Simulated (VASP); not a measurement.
# K (Im-3m) in VASP: a series of runs

Runs on K. Level: r2SCAN. Tasks: single point.

Program: VASP 6.6.1. These are calculated values, not measurements. Logs are shortened: lines on timing, memory, paths and dates and some standing lists are left out, and cuts for length are marked.

### 1 The crystal as given

Symmetry: Im-3m, No. 229, cubic system. The conventional cell has a = 5.395 Å, b = 5.395 Å, c = 5.395 Å, α = 90.00°, β = 90.00°, γ = 90.00°.

### 2 Single point, r2SCAN

The input, INCAR:

```
SYSTEM = K
ADDGRID = .False.
ALGO = Normal
EDIFF = 1E-6
ENCUT = 250
ISIF = 2
ISMEAR = -1
LASPH = .True.
LCHARG = .False.
LMIXTAU = .True.
LREAL = .False.
LWAVE = .False.
METAGGA = R2SCAN
NBANDS = 10
NELM = 100
PREC = Accurate
SIGMA = 0.15
```

The input, KPOINTS:

```
k-points
0
Gamma
  10 10 10
  0 0 0
```

The input, POSCAR:

```
K
1.0
   -2.6975585167      2.6975585167      2.6975585167
    2.6975585167     -2.6975585167      2.6975585167
    2.6975585167      2.6975585167     -2.6975585167
K
1
Direct
    0.0000000000      0.0000000000      0.0000000000
```

Potentials or basis: VASP PAW PBE potentials, release 64 (K_pv).

The run is started by

```
$ cat potpaw_PBE.64/K_pv/POTCAR > POTCAR
$ mpirun -np 1 vasp_std > vasp.out
```

OUTCAR:

```text
SYSTEM = K
   EDIFF = 1E-6
   ENCUT = 250
   ISIF = 2
   ISMEAR = -1
   LASPH = .True.
   LREAL = .False.
   METAGGA = R2SCAN
   NELM = 100
   PREC = Accurate

 Found     47 irreducible k-points:

 Following reciprocal coordinates:
            Coordinates               Weight
  0.000000  0.000000  0.000000      1.000000
  0.100000  0.000000  0.000000     12.000000
  0.200000  0.000000  0.000000     12.000000
  0.300000  0.000000  0.000000     12.000000
  0.400000  0.000000  0.000000     12.000000
  0.500000  0.000000  0.000000      6.000000
   k-points           NKPTS =     47   k-points in BZ     NKDIM =     47   number of bands    NBANDS=     10
   number of dos      NEDOS =    301   number of ions     NIONS =      1
   total plane-waves  NPLWV =  13824
   dimension x,y,z NGX =    24 NGY =   24 NGZ =   24
   dimension x,y,z NGXF=    48 NGYF=   48 NGZF=   48
   ions per type =               1
   NGX,Y,Z   is equivalent  to a cutoff of   8.54,  8.54,  8.54 a.u.
   NGXF,Y,Z  is equivalent  to a cutoff of  17.08, 17.08, 17.08 a.u.
 SYSTEM =  K
   PREC   = accura    normal or accurate (medium, high low for compatibility)
   ISTART =      0    job   : 0-new  1-cont  2-samecut
   ICHARG =      2    charge: 1-file 2-atom 10-const
   ISPIN  =      1    spin polarized calculation?
   LNONCOLLINEAR =      F non collinear calculations
   LSORBIT =      F    spin-orbit coupling
   LASPH  =      T    aspherical Exc in radial PAW
   ENCUT  =  250.0 eV  18.37 Ry    4.29 a.u.   6.02  6.02  6.02*2*pi/ulx,y,z
   NELM   =    100;   NELMIN=  2; NELMDL= -5     # of ELM steps
   EDIFF  = 0.1E-05   stopping-criterion for ELM
   LREAL  =      F    real-space projection
   EDIFFG = 0.1E-04   stopping-criterion for IOM
   NSW    =      0    number of steps for IOM
   IBRION =     -1    ionic relax: 0-MD 1-quasi-New 2-CG
   NFREE  =      0    steps in history (QN), initial steepest desc. (CG)
   ISIF   =      2    stress and relaxation
   ISYM   =      2    0-nonsym 1-usesym 2-fastsym
   POTIM  = 0.5000    time-step for ionic-motion
   TEBEG  =    0.0;   TEEND  =   0.0 temperature during run
   PSTRESS=    0.0 pullay stress
   NELECT =       7.0000    total number of electrons
   NUPDOWN=      -1.0000    fix difference up-down
   EMIN   =  10.00;   EMAX   =-10.00  energy-range for DOS
   EFERMI =   0.00;   METHOD = LEGACY
   ISMEAR =    -1;   SIGMA  =   0.15  broadening in eV -4-tet -1-fermi 0-gaus
   EFERMI_NEDOS =   21; number of points for ismear=-14 and -15
   IALGO  =     38    algorithm
   IMIX   =      4    mixing-type and parameters
     AMIX     =   0.40;   BMIX     =  1.00
     AMIX_MAG =   1.60;   BMIX_MAG =  1.00
  volume/ion in A,a.u.               =      78.52       529.87
  Fermi-wavevector in a.u.,A,eV,Ry     =   0.731335  1.382024  7.277097  0.534852
  Thomas-Fermi vector in A             =   1.823527
   LORBIT       =      0    0 simple, 1 ext, 2 COOP (PROOUT), +10 PAW based schemes
   METAGGA = R2SCAN    functional components
   LHFCALC =     F    Hartree Fock is set to
   AEXX    =    0.0000 exact exchange contribution
   IVDW    =     0    specifies the selected vdW correction
   LEPSILON=     F    determine dielectric tensor
   LRPA    =     F    only Hartree local field effects (RPA)
 non-spin polarized calculation
  energy-cutoff  :      250.00
  volume of cell :       78.52
 maximum number of plane-waves:       719
   NGX = 13   NGY = 13   NGZ = 13

 number of electron       6.9999989 magnetization

 Free energy of the ion-electron system (eV)
  ---------------------------------------------------
  ext. energy  EPLUGINS =         0.00000000
  ---------------------------------------------------
  free energy    TOTEN  =        -5.99963796 eV

  energy without entropy =       -5.94293386  energy(sigma->0) =       -5.97128591

 E-fermi :  -1.2207     XC(G=0):  -5.7892

 val. band max:       -1.2265007462   @ k =   0.3000   0.2000  -0.0000
 cond. band min:      -1.1299186477   @ k =  -0.4000   0.4000   0.2000
 fundamental gap:      0.0965820984
 Fermi energy:        -1.2207074465

 k-point     1 :       0.0000    0.0000    0.0000
  band No.  band energies     occupation
      1     -17.4891      2.00000
      2     -17.4891      2.00000
      3     -17.4888      2.00000
      4      -3.4275      2.00000
      5       3.5623      0.00000
      6       3.5627      0.00000
      7       3.5627      0.00000
      8       4.5411      0.00000
      9       4.5411      0.00000
     10       7.0457      0.00000

 k-point     2 :       0.1000    0.0000    0.0000
  band No.  band energies     occupation
      1     -17.4944      2.00000
      2     -17.4908      2.00000
      3     -17.4891      2.00000
      4      -3.3014      2.00000
      5       3.3084      0.00000
      6       3.3733      0.00000
      7       3.6620      0.00000
      8       4.3058      0.00000
      9       4.4874      0.00000
     10       7.2455      0.00000

 k-point     3 :       0.2000    0.0000    0.0000
  band No.  band energies     occupation
      1     -17.5086      2.00000
      2     -17.4955      2.00000
      3     -17.4891      2.00000
      4      -2.9299      1.99998
      5       2.4650      0.00000
      6       2.9819      0.00000
      7       3.9569      0.00000
      8       4.2873      0.00000
      9       4.4161      0.00000
     10       7.2005      0.00000

 k-point     4 :       0.3000    0.0000    0.0000
  band No.  band energies     occupation
      1     -17.5260      2.00000
      2     -17.5013      2.00000
      3     -17.4891      2.00000
      4      -2.3342      1.99881
      5       1.4355      0.00000
      6       2.6128      0.00000
      7       4.3700      0.00000
      8       4.4351      0.00000
      9       4.4538      0.00000
     10       6.3128      0.00000

 k-point     5 :       0.4000    0.0000    0.0000
  band No.  band energies     occupation
      1     -17.5399      2.00000
      2     -17.5060      2.00000
      3     -17.4891      2.00000
      4      -1.5487      1.79806
      5       0.3917      0.00004
      6       2.3672      0.00000
      7       4.2743      0.00000
      8       4.6606      0.00000
      9       5.0664      0.00000
     10       5.6804      0.00000

 k-point     6 :       0.5000    0.0000    0.0000
  band No.  band energies     occupation
      1     -17.5452      2.00000
      2     -17.5078      2.00000
      3     -17.4891      2.00000
      4      -0.6420      0.04135
      5      -0.5994      0.03129
      6       2.2823      0.00000
      7       4.1768      0.00000
      8       4.9768      0.00000
      9       5.1735      0.00000
     10       5.6173      0.00000

 [... further k-points ...]

------------------------ aborting loop because EDIFF is reached ----------------------------------------

  FORCE on cell =-STRESS in cart. coord.  units (eV):
  Direction    XX          YY          ZZ          XY          YZ          ZX
  --------------------------------------------------------------------------------------
  -------------------------------------------------------------------------------------
  Total       -0.0228562     -0.0228562     -0.0228562      0.0000000      0.0000000      0.0000000
  in kB       -0.4663818     -0.4663818     -0.4663818      0.0000000      0.0000000      0.0000000
  external PRESSURE =      -0.4663818 kB  Pullay stress =       0.0000000 kB

 VOLUME and BASIS-vectors are now :
 -----------------------------------------------------------------------------
  energy-cutoff  :      250.00
  volume of cell :       78.52
      direct lattice vectors                 reciprocal lattice vectors
    -2.697558517  2.697558517  2.697558517     0.000000000  0.185352791  0.185352791
     2.697558517 -2.697558517  2.697558517     0.185352791  0.000000000  0.185352791
     2.697558517  2.697558517 -2.697558517     0.185352791  0.185352791  0.000000000

 POSITION                                       TOTAL-FORCE (eV/Angst)
 -----------------------------------------------------------------------------------
      0.00000      0.00000      0.00000        -0.000000     -0.000000     -0.000000
 -----------------------------------------------------------------------------------
    total drift:                                0.000000      0.000000     -0.000000

  FREE ENERGIE OF THE ION-ELECTRON SYSTEM (eV)
  ---------------------------------------------------
  free  energy   TOTEN  =        -5.9996379572 eV

  energy  without entropy=       -5.9429338579  energy(sigma->0) =       -5.97128591
```

Run time: 30 s. Hardware: 1 thread of Intel Xeon Platinum 8559C (Emerald Rapids), shared host; peak memory 0.14 GiB.

The run converged, but some of its settings lie outside the range that counts as converged, so its numbers aren't taken as properties of the crystal.

Results:

```
Free energy            : -5.9996 eV
Pressure               : 0.0 GPa
Band gap on the k mesh : none (metal or under the smearing width)
```

Caveat: the PAW data sets were made with another functional, which shifts forces and pressure a little.

### 3 Single point, r2SCAN

INCAR is that of step 2.

KPOINTS is that of step 2.

The input, POSCAR:

```
K
1.0
   -2.6491090000      2.6630490000      2.6437420000
    2.6773590000     -2.6874940000      2.6964360000
    2.7342160000      2.7726000000     -2.6681870000
K
1
Direct
   -0.0060180000      0.0074470000      0.0002300000
```

Potentials or basis: VASP PAW PBE potentials, release 64 (K_pv).

The run is started by

```
$ cat potpaw_PBE.64/K_pv/POTCAR > POTCAR
$ mpirun -np 1 vasp_std > vasp.out
```

Wall time 4.6 min (1 thread of Intel Xeon Platinum 8559C (Emerald Rapids), shared host); peak memory 0.24 GiB.

The run converged, but some of its settings lie outside the range that counts as converged, so its numbers aren't taken as properties of the crystal.

Results:

- Free energy: -5.9992 eV
- Pressure: -0.1 GPa
- Band gap on the k mesh: none (metal or under the smearing width)

Caveat: the PAW data sets were made with another functional, which shifts forces and pressure a little.

### 4 Single point, r2SCAN

INCAR: that of step 3 with these lines changed.

```diff
@@ -4,3 +4,3 @@
 EDIFF = 1E-6
-ENCUT = 250
+ENCUT = 300
 ISIF = 2
```

KPOINTS is that of step 3.

The input, POSCAR:

```
K
1.0
   -2.6975585167      2.6975585167      2.6975585167
    2.6975585167     -2.6975585167      2.6975585167
    2.6975585167      2.6975585167     -2.6975585167
K
1
Direct
    0.0000000000      0.0000000000      0.0000000000
```

Potentials or basis: VASP PAW PBE potentials, release 64 (K_pv).

The run is started by

```
$ cat potpaw_PBE.64/K_pv/POTCAR > POTCAR
$ mpirun -np 1 vasp_std > vasp.out
```

OUTCAR:

```text
SYSTEM = K
   EDIFF = 1E-6
   ENCUT = 300
   ISIF = 2
   ISMEAR = -1
   LASPH = .True.
   LREAL = .False.
   METAGGA = R2SCAN
   NELM = 100
   PREC = Accurate

 Found     47 irreducible k-points:

 Following reciprocal coordinates:
            Coordinates               Weight
  0.000000  0.000000  0.000000      1.000000
  0.100000  0.000000  0.000000     12.000000
  0.200000  0.000000  0.000000     12.000000
  0.300000  0.000000  0.000000     12.000000
  0.400000  0.000000  0.000000     12.000000
[... 152 lines left out ...]

 [... further k-points ...]

------------------------ aborting loop because EDIFF is reached ----------------------------------------

  FORCE on cell =-STRESS in cart. coord.  units (eV):
  Direction    XX          YY          ZZ          XY          YZ          ZX
  --------------------------------------------------------------------------------------
  -------------------------------------------------------------------------------------
  Total       -0.0432139     -0.0432139     -0.0432139      0.0000000      0.0000000     -0.0000000
  in kB       -0.8817828     -0.8817828     -0.8817828      0.0000000      0.0000000     -0.0000000
  external PRESSURE =      -0.8817828 kB  Pullay stress =       0.0000000 kB

 VOLUME and BASIS-vectors are now :
 -----------------------------------------------------------------------------
  energy-cutoff  :      300.00
  volume of cell :       78.52
      direct lattice vectors                 reciprocal lattice vectors
    -2.697558517  2.697558517  2.697558517     0.000000000  0.185352791  0.185352791
     2.697558517 -2.697558517  2.697558517     0.185352791  0.000000000  0.185352791
     2.697558517  2.697558517 -2.697558517     0.185352791  0.185352791  0.000000000

 POSITION                                       TOTAL-FORCE (eV/Angst)
 -----------------------------------------------------------------------------------
      0.00000      0.00000      0.00000         0.000000     -0.000000     -0.000000
 -----------------------------------------------------------------------------------
    total drift:                                0.000000     -0.000000     -0.000000

  FREE ENERGIE OF THE ION-ELECTRON SYSTEM (eV)
  ---------------------------------------------------
  free  energy   TOTEN  =        -6.0017795007 eV

  energy  without entropy=       -5.9451001470  energy(sigma->0) =       -5.97343982
```

OSZICAR:

```text
N       E                     dE             d eps       ncg     rms          rms(c)
DAV:   1     0.609456935794E+01    0.60946E+01   -0.24852E+03  1012   0.325E+02
DAV:   2    -0.646109306442E+01   -0.12556E+02   -0.12483E+02  1034   0.778E+01
[... 12 lines left out ...]
DAV:  15    -0.600191674366E+01    0.23702E-02   -0.13630E-03   978   0.209E-01    0.420E-03
DAV:  16    -0.600192191946E+01   -0.51758E-05   -0.12620E-05  1154   0.224E-02    0.380E-03
DAV:  17    -0.600190928074E+01    0.12639E-04   -0.35410E-07  1066   0.519E-03    0.388E-03
DAV:  18    -0.600176622955E+01    0.14305E-03   -0.54556E-05   950   0.447E-02    0.836E-03
DAV:  19    -0.600178046620E+01   -0.14237E-04   -0.50498E-05  1046   0.438E-02    0.641E-03
DAV:  20    -0.600177950069E+01    0.96550E-06   -0.11102E-06  1232   0.742E-03
   1 F= -.60017795E+01 E0= -.59734398E+01  d E =-.566794E-01
```

It took 55 s on 1 thread of Intel Xeon Platinum 8559C (Emerald Rapids), shared host; peak memory 0.16 GiB.

The run converged, but some of its settings lie outside the range that counts as converged, so its numbers aren't taken as properties of the crystal.

Results:

```
Free energy            : -6.0018 eV
Pressure               : -0.1 GPa
Band gap on the k mesh : none (metal or under the smearing width)
```

Caveat: the PAW data sets were made with another functional, which shifts forces and pressure a little.

### 5 Single point, r2SCAN

INCAR is that of step 4.

KPOINTS is that of step 4.

The input, POSCAR:

```
K
1.0
   -2.6491090000      2.6630490000      2.6437420000
    2.6773590000     -2.6874940000      2.6964360000
    2.7342160000      2.7726000000     -2.6681870000
K
1
Direct
   -0.0060180000      0.0074470000      0.0002300000
```

The run is started by

```
$ cat potpaw_PBE.64/K_pv/POTCAR > POTCAR
$ mpirun -np 1 vasp_std > vasp.out
```

Run time: 7.2 min. Hardware: 1 thread of Intel Xeon Platinum 8559C (Emerald Rapids), shared host; peak memory 0.28 GiB.

The run converged, but some of its settings lie outside the range that counts as converged, so its numbers aren't taken as properties of the crystal.

What came out:

```
Free energy            : -6.0008 eV
Pressure               : -0.1 GPa
Band gap on the k mesh : none (metal or under the smearing width)
```

Caveat: the PAW data sets were made with another functional, which shifts forces and pressure a little.

### 6 Single point, r2SCAN

INCAR: that of step 5 with these lines changed.

```diff
@@ -4,3 +4,3 @@
 EDIFF = 1E-6
-ENCUT = 300
+ENCUT = 350
 ISIF = 2
```

KPOINTS is that of step 5.

The input, POSCAR:

```
K
1.0
   -2.6975585167      2.6975585167      2.6975585167
    2.6975585167     -2.6975585167      2.6975585167
    2.6975585167      2.6975585167     -2.6975585167
K
1
Direct
    0.0000000000      0.0000000000      0.0000000000
```

Potentials or basis: VASP PAW PBE potentials, release 64 (K_pv).

The run is started by

```
$ cat potpaw_PBE.64/K_pv/POTCAR > POTCAR
$ mpirun -np 1 vasp_std > vasp.out
```

Run time: 86 s. Hardware: 1 thread of Intel Xeon Platinum 8559C (Emerald Rapids), shared host; peak memory 0.17 GiB.

The run converged, but some of its settings lie outside the range that counts as converged, so its numbers aren't taken as properties of the crystal.

What came out:

```
Free energy            : -6.0030 eV
Pressure               : -0.1 GPa
Band gap on the k mesh : none (metal or under the smearing width)
```

Caveat: the PAW data sets were made with another functional, which shifts forces and pressure a little.
